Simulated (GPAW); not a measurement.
# CdTe (F-43m) in GPAW: a series of runs, part 2 of 2

GPAW 26.7.0. The steps go on from the part before.

## Step 5: Relaxation of cell and atoms, PBEsol, target pressure 2 GPa, at which the enthalpy is minimised

The input, run.py:

```python
from ase import Atoms
from ase.filters import FrechetCellFilter
from ase.io import write
from ase.optimize import BFGS
from ase.units import GPa
from gpaw import GPAW, PW, setup_paths

setup_paths.insert(0, '.')

atoms = Atoms(['Te', 'Cd'],
              cell=[[0.0, 3.205, 3.205],
                    [3.205, 0.0, 3.205],
                    [3.205, 3.205, 0.0]],
              scaled_positions=[[0.75, 0.75, 0.75],
                                [0.0, 0.0, 0.0]],
              pbc=True)

calc = GPAW(mode=PW(600),
            xc='PBEsol',
            kpts={'size': (7, 7, 7), 'gamma': True},
            occupations={'name': 'fermi-dirac', 'width': 0.05},
            nbands=18,
            convergence={'density': 1e-05, 'forces': 0.0001},
            maxiter=150,
            txt='gpaw.txt')
atoms.calc = calc
opt = BFGS(FrechetCellFilter(atoms, scalar_pressure=2 * GPa), trajectory='relax.traj', logfile='-')
done = opt.run(fmax=0.02, steps=60)
calc.write('gs.gpw')
write('result.traj', atoms)
print('Converged:', done)
print('Cell:', atoms.cell.cellpar().round(4))
print('Volume:', round(atoms.get_volume(), 4))
print(atoms.get_scaled_positions().round(5))
```

Potentials or basis: PAW data sets generated in the run's folder for this functional, pw.

Command:

```sh
gpaw-setup -f PBEsol Cd Te
OMP_NUM_THREADS=1 python run.py
```

gpaw.txt:

```text
__  _  _
 | _ |_)|_||  |
 |__||  | ||/\| - 26.7.0

Input parameters:
  mode=PW(ecut=600.0),
  convergence={'density': 1e-05, 'forces': 0.0001},
  kpts=MonkhorstPack(size=(7, 7, 7), gamma=True),
  maxiter=150,
  nbands=18,
  occupations=Occupations(name='fermi-dirac', width=0.05),
  xc=XC(name='PBEsol')

Diagonalizing LCAO Hamiltonian
Converting LCAO to pw mode

                      Te

       Cd

Atoms  # Å, Bohr magnetons
|   | symbol |        x |        y |        z |    initial magnetic moments |
|---|--------|----------|----------|----------|-----------------------------|
| 0 |     Te | 4.807500 | 4.807500 | 4.807500 | ( 0.0000,  0.0000,  0.0000) |
| 1 |     Cd | 0.000000 | 0.000000 | 0.000000 | ( 0.0000,  0.0000,  0.0000) |

Unit cell  # Å
| periodic |        x |        y |        z |  lengths |    angles |
|----------|----------|----------|----------|----------|-----------|
|      yes | 0.000000 | 3.205000 | 3.205000 | 4.532554 | 60.000000 |
|      yes | 3.205000 | 0.000000 | 3.205000 | 4.532554 | 60.000000 |
|      yes | 3.205000 | 3.205000 | 0.000000 | 4.532554 | 60.000000 |

Number of symmetries: 24
Symmetry operations  # r_c * U_cc + t_c -> r_c
|    | kind |            matrix            |
|----|------|------------------------------|
|  0 |  E   |  1, 0, 0,  0, 1, 0,  0, 0, 1 |
|  1 |  σ   |  1, 0, 0,  0, 0, 1,  0, 1, 0 |
|  2 |  σ   |  1, 0,-1,  0, 1,-1,  0, 0,-1 |
|  3 |  C3  |  1, 0,-1,  0, 0,-1,  0, 1,-1 |
|  4 |  C3  |  1,-1, 0,  0,-1, 1,  0,-1, 0 |
|  5 |  σ   |  1,-1, 0,  0,-1, 0,  0,-1, 1 |
|  6 |  σ   |  0, 1, 0,  1, 0, 0,  0, 0, 1 |
|  7 |  C3  |  0, 1, 0,  0, 0, 1,  1, 0, 0 |
|  8 |  C2  |  0, 1,-1,  1, 0,-1,  0, 0,-1 |
|  9 |  S4  |  0, 1,-1,  0, 0,-1,  1, 0,-1 |
| 10 |  C3  |  0, 0, 1,  1, 0, 0,  0, 1, 0 |
| 11 |  σ   |  0, 0, 1,  0, 1, 0,  1, 0, 0 |
| 12 |  S4  |  0, 0,-1,  1, 0,-1,  0, 1,-1 |
| 13 |  C3  |  0, 0,-1,  0, 1,-1,  1, 0,-1 |
| 14 |  S4  |  0,-1, 1,  1,-1, 0,  0,-1, 0 |
| 15 |  C2  |  0,-1, 1,  0,-1, 0,  1,-1, 0 |
| 16 |  C3  |  0,-1, 0,  1,-1, 0,  0,-1, 1 |
| 17 |  S4  |  0,-1, 0,  0,-1, 1,  1,-1, 0 |
| 18 |  S4  | -1, 1, 0, -1, 0, 1, -1, 0, 0 |
| 19 |  C3  | -1, 1, 0, -1, 0, 0, -1, 0, 1 |
| 20 |  C3  | -1, 0, 1, -1, 1, 0, -1, 0, 0 |
| 21 |  S4  | -1, 0, 1, -1, 0, 0, -1, 1, 0 |
| 22 |  σ   | -1, 0, 0, -1, 1, 0, -1, 0, 1 |
| 23 |  C2  | -1, 0, 0, -1, 0, 1, -1, 1, 0 |
[... 170 lines left out ...]
|          1 |        -4.385 |     2.000 |
|          2 |        -4.385 |     2.000 |
|          3 |        -4.385 |     2.000 |
|          4 |        -4.093 |     2.000 |
|          5 |        -4.093 |     2.000 |
[... 10 lines left out ...]
|         16 |        13.931 |     0.000 |
|         17 |        13.931 |     0.000 |

Gap: 0.756 eV
Transition (v -> c):
  (s=0, k=0, n=8, [0.00, 0.00, 0.00]) -> (s=0, k=0, n=9, [0.00, 0.00, 0.00])
No difference between direct/indirect transitions

Stress tensor  # eV/Ang^3
|         x |         y |         z |
|-----------|-----------|-----------|
| -0.007863 |  0.000000 |  0.000000 |
|  0.000000 | -0.007863 | -0.000000 |
|  0.000000 | -0.000000 | -0.007863 |

Forces  # eV/Ang
|        x |        y |        z |
|----------|----------|----------|
| -0.00000 |  0.00000 |  0.00000 |  # Te   0
|  0.00000 | -0.00000 | -0.00000 |  # Cd   1

Interpolating wave functions to new cell

                      Te

       Cd

Atoms  # Å, Bohr magnetons
|   | symbol |        x |         y |         z |    initial magnetic moments |
|---|--------|----------|-----------|-----------|-----------------------------|
| 0 |     Te | 4.802280 |  4.802280 |  4.802280 | ( 0.0000,  0.0000,  0.0000) |
| 1 |     Cd | 0.000000 | -0.000000 | -0.000000 | ( 0.0000,  0.0000,  0.0000) |

Unit cell  # Å
| periodic |         x |         y |        z |  lengths |    angles |
|----------|-----------|-----------|----------|----------|-----------|
|      yes | -0.000000 |  3.201520 | 3.201520 | 4.527633 | 60.000000 |
|      yes |  3.201520 | -0.000000 | 3.201520 | 4.527633 | 60.000000 |
|      yes |  3.201520 |  3.201520 | 0.000000 | 4.527633 | 60.000000 |

Number of symmetries: 24
Symmetry operations  # r_c * U_cc + t_c -> r_c
|    | kind |            matrix            |
|----|------|------------------------------|
|  0 |  E   |  1, 0, 0,  0, 1, 0,  0, 0, 1 |
|  1 |  σ   |  1, 0, 0,  0, 0, 1,  0, 1, 0 |
|  2 |  σ   |  1, 0,-1,  0, 1,-1,  0, 0,-1 |
|  3 |  C3  |  1, 0,-1,  0, 0,-1,  0, 1,-1 |
|  4 |  C3  |  1,-1, 0,  0,-1, 1,  0,-1, 0 |
|  5 |  σ   |  1,-1, 0,  0,-1, 0,  0,-1, 1 |
|  6 |  σ   |  0, 1, 0,  1, 0, 0,  0, 0, 1 |
|  7 |  C3  |  0, 1, 0,  0, 0, 1,  1, 0, 0 |
|  8 |  C2  |  0, 1,-1,  1, 0,-1,  0, 0,-1 |
|  9 |  S4  |  0, 1,-1,  0, 0,-1,  1, 0,-1 |
| 10 |  C3  |  0, 0, 1,  1, 0, 0,  0, 1, 0 |
| 11 |  σ   |  0, 0, 1,  0, 1, 0,  1, 0, 0 |
| 12 |  S4  |  0, 0,-1,  1, 0,-1,  0, 1,-1 |
| 13 |  C3  |  0, 0,-1,  0, 1,-1,  1, 0,-1 |
| 14 |  S4  |  0,-1, 1,  1,-1, 0,  0,-1, 0 |
| 15 |  C2  |  0,-1, 1,  0,-1, 0,  1,-1, 0 |
| 16 |  C3  |  0,-1, 0,  1,-1, 0,  0,-1, 1 |
| 17 |  S4  |  0,-1, 0,  0,-1, 1,  1,-1, 0 |
| 18 |  S4  | -1, 1, 0, -1, 0, 1, -1, 0, 0 |
| 19 |  C3  | -1, 1, 0, -1, 0, 0, -1, 0, 1 |
| 20 |  C3  | -1, 0, 1, -1, 1, 0, -1, 0, 0 |
| 21 |  S4  | -1, 0, 1, -1, 0, 0, -1, 1, 0 |
| 22 |  σ   | -1, 0, 0, -1, 1, 0, -1, 0, 1 |
| 23 |  C2  | -1, 0, 0, -1, 0, 1, -1, 1, 0 |
[... 168 lines left out ...]
|          1 |        -4.362 |     2.000 |
|          2 |        -4.362 |     2.000 |
|          3 |        -4.362 |     2.000 |
|          4 |        -4.068 |     2.000 |
|          5 |        -4.068 |     2.000 |
[... 10 lines left out ...]
|         16 |        13.967 |     0.000 |
|         17 |        13.967 |     0.000 |

Gap: 0.766 eV
Transition (v -> c):
  (s=0, k=0, n=8, [0.00, 0.00, 0.00]) -> (s=0, k=0, n=9, [0.00, 0.00, 0.00])
No difference between direct/indirect transitions

Stress tensor  # eV/Ang^3
|         x |         y |         z |
|-----------|-----------|-----------|
| -0.008847 | -0.000000 | -0.000000 |
| -0.000000 | -0.008847 |  0.000000 |
| -0.000000 |  0.000000 | -0.008847 |

Forces  # eV/Ang
|        x |        y |        z |
|----------|----------|----------|
|  0.00000 | -0.00000 | -0.00000 |  # Te   0
| -0.00000 |  0.00000 |  0.00000 |  # Cd   1

Interpolating wave functions to new cell

                      Te

       Cd

Atoms  # Å, Bohr magnetons
|   | symbol |         x |        y |        z |    initial magnetic moments |
|---|--------|-----------|----------|----------|-----------------------------|
| 0 |     Te |  4.783314 | 4.783314 | 4.783314 | ( 0.0000,  0.0000,  0.0000) |
| 1 |     Cd | -0.000000 | 0.000000 | 0.000000 | ( 0.0000,  0.0000,  0.0000) |

Unit cell  # Å
| periodic |        x |        y |        z |  lengths |    angles |
|----------|----------|----------|----------|----------|-----------|
|      yes | 0.000000 | 3.188876 | 3.188876 | 4.509752 | 60.000000 |
|      yes | 3.188876 | 0.000000 | 3.188876 | 4.509752 | 60.000000 |
|      yes | 3.188876 | 3.188876 | 0.000000 | 4.509752 | 60.000000 |

Number of symmetries: 24
Symmetry operations  # r_c * U_cc + t_c -> r_c
|    | kind |            matrix            |
|----|------|------------------------------|
|  0 |  E   |  1, 0, 0,  0, 1, 0,  0, 0, 1 |
|  1 |  σ   |  1, 0, 0,  0, 0, 1,  0, 1, 0 |
|  2 |  σ   |  1, 0,-1,  0, 1,-1,  0, 0,-1 |
|  3 |  C3  |  1, 0,-1,  0, 0,-1,  0, 1,-1 |
|  4 |  C3  |  1,-1, 0,  0,-1, 1,  0,-1, 0 |
|  5 |  σ   |  1,-1, 0,  0,-1, 0,  0,-1, 1 |
|  6 |  σ   |  0, 1, 0,  1, 0, 0,  0, 0, 1 |
|  7 |  C3  |  0, 1, 0,  0, 0, 1,  1, 0, 0 |
|  8 |  C2  |  0, 1,-1,  1, 0,-1,  0, 0,-1 |
|  9 |  S4  |  0, 1,-1,  0, 0,-1,  1, 0,-1 |
| 10 |  C3  |  0, 0, 1,  1, 0, 0,  0, 1, 0 |
| 11 |  σ   |  0, 0, 1,  0, 1, 0,  1, 0, 0 |
| 12 |  S4  |  0, 0,-1,  1, 0,-1,  0, 1,-1 |
| 13 |  C3  |  0, 0,-1,  0, 1,-1,  1, 0,-1 |
| 14 |  S4  |  0,-1, 1,  1,-1, 0,  0,-1, 0 |
| 15 |  C2  |  0,-1, 1,  0,-1, 0,  1,-1, 0 |
| 16 |  C3  |  0,-1, 0,  1,-1, 0,  0,-1, 1 |
| 17 |  S4  |  0,-1, 0,  0,-1, 1,  1,-1, 0 |
| 18 |  S4  | -1, 1, 0, -1, 0, 1, -1, 0, 0 |
| 19 |  C3  | -1, 1, 0, -1, 0, 0, -1, 0, 1 |
| 20 |  C3  | -1, 0, 1, -1, 1, 0, -1, 0, 0 |
| 21 |  S4  | -1, 0, 1, -1, 0, 0, -1, 1, 0 |
| 22 |  σ   | -1, 0, 0, -1, 1, 0, -1, 0, 1 |
| 23 |  C2  | -1, 0, 0, -1, 0, 1, -1, 1, 0 |
[... 170 lines left out ...]
|          1 |        -4.278 |     2.000 |
|          2 |        -4.278 |     2.000 |
|          3 |        -4.278 |     2.000 |
|          4 |        -3.974 |     2.000 |
|          5 |        -3.974 |     2.000 |
[... 10 lines left out ...]
|         16 |        14.098 |     0.000 |
|         17 |        14.098 |     0.000 |

Gap: 0.801 eV
Transition (v -> c):
  (s=0, k=0, n=8, [0.00, 0.00, 0.00]) -> (s=0, k=0, n=9, [0.00, 0.00, 0.00])
No difference between direct/indirect transitions

Stress tensor  # eV/Ang^3
|         x |         y |         z |
|-----------|-----------|-----------|
| -0.012557 |  0.000000 |  0.000000 |
|  0.000000 | -0.012557 |  0.000000 |
|  0.000000 |  0.000000 | -0.012557 |

Forces  # eV/Ang
|        x |        y |       z |
|----------|----------|---------|
|  0.00000 |  0.00000 | 0.00000 |  # Te   0
| -0.00000 | -0.00000 | 0.00000 |  # Cd   1

# Writing to gs.gpw (mode='')
```

It took 41 s on 1 thread of Arm Neoverse V2, shared host; peak memory 0.2 GiB.

Results:

```yaml
Free_energy: -5.7461 eV
Relaxed_volume: 32.43 Å³/atom
Relaxed_cell: a = 4.510 Å, b = 4.510 Å, c = 4.510 Å, α = 60.00°, β = 60.00°, γ = 60.00°
Space_group_after_relaxing_to_0.05_Å: F-43m (No. 216)
Energy_change_on_relaxing_the_enthalpy_is_what_falls: +5.1 meV/atom
Ionic_steps: 3
Pressure_after_relaxing: 2.0 GPa
Band_gap_on_the_k_mesh: 0.80 eV, direct
```

Step by step:
| step | energy change (eV) | largest force (eV/Å) | pressure (GPa) | volume (Å³) |
| --- | --- | --- | --- | --- |
| 1 | 0.0000 | 0.0000 | 1.26 | 65.84 |
| 2 | 0.0018 | 0.0000 | 1.42 | 65.63 |
| 3 | 0.0102 | 0.0000 | 2.01 | 64.85 |

Final structure:
```cif
data_structure
_symmetry_space_group_name_H-M 'P 1'
_symmetry_Int_Tables_number 1
_cell_length_a 4.5098
_cell_length_b 4.5098
_cell_length_c 4.5098
_cell_angle_alpha 60.000
_cell_angle_beta 60.000
_cell_angle_gamma 60.000
_cell_volume 64.85
loop_
_atom_site_label
_atom_site_type_symbol
_atom_site_fract_x
_atom_site_fract_y
_atom_site_fract_z
_atom_site_occupancy
Te1 Te 0.75000 0.75000 0.75000 1
Cd1 Cd 0.00000 0.00000 0.00000 1
```

Caveat: later steps reuse the first step's grids; spin-orbit coupling is left out, which moves the levels of the heavy elements.

## Step 6: Summary

| task | level | potentials or basis | cell | k mesh | cutoff (eV) | maxiter | convergence | optimizer | fmax | max steps | gap on the mesh (eV) | pressure (GPa) |
| --- | --- | --- | --- | --- | --- | --- | --- | --- | --- | --- | --- | --- |
| single point | PBE | GPAW PAW data sets (gpaw-data 1.2.1), pw | as given | 6 × 6 × 6 | 450 | 120 | default | - | - | - | 0.87 | 3.2 |
| single point | PBE | GPAW PAW data sets (gpaw-data 1.2.1), pw | as given | 6 × 6 × 6 | 500 | 120 | default | - | - | - | 0.87 | 3.6 |
| relaxation of cell and atoms | PBEsol | PAW data sets generated in the run's folder for this functional, pw | relaxed | 7 × 7 × 7 | 600 | 150 | density=1e-05 forces=0.0001 | BFGS | 0.02 eV/Å | 60 | 0.68 | 0.0 |
| relaxation of cell and atoms | PBEsol | PAW data sets generated in the run's folder for this functional, pw | relaxed to 2 GPa | 7 × 7 × 7 | 600 | 150 | density=1e-05 forces=0.0001 | BFGS | 0.02 eV/Å | 60 | 0.80 | 2.0 |

Alike in all rows: no spin polarisation; smearing fermi-dirac 0.05 eV.

Caveats: spin-orbit coupling is left out, which moves the levels of the heavy elements; the cutoff is short for stress and forces, so pressures can be off by a GPa or more (some runs); later steps reuse the first step's grids (some runs).

Absolute energies hang on the potentials; compare differences alone.

## Step 7: How close it comes

Step 2. A measured gap of CdTe is 1.607 eV (0 K; a printed reference work, data compilation); the calculated 0.87 eV misses it by -0.74 eV. Spin-orbit coupling on Cd, Te is left out. The value is that of PBE, without temperature or zero-point motion. Semilocal functionals fall short of measured gaps as a rule.

Step 3. Measured gap of CdTe: 1.607 eV (0 K; a printed reference work, data compilation). This calculation gives 0.87 eV (-0.74 eV). Spin-orbit coupling on Cd, Te is left out. The value is that of PBE, without temperature or zero-point motion. Semilocal functionals fall short of measured gaps as a rule.
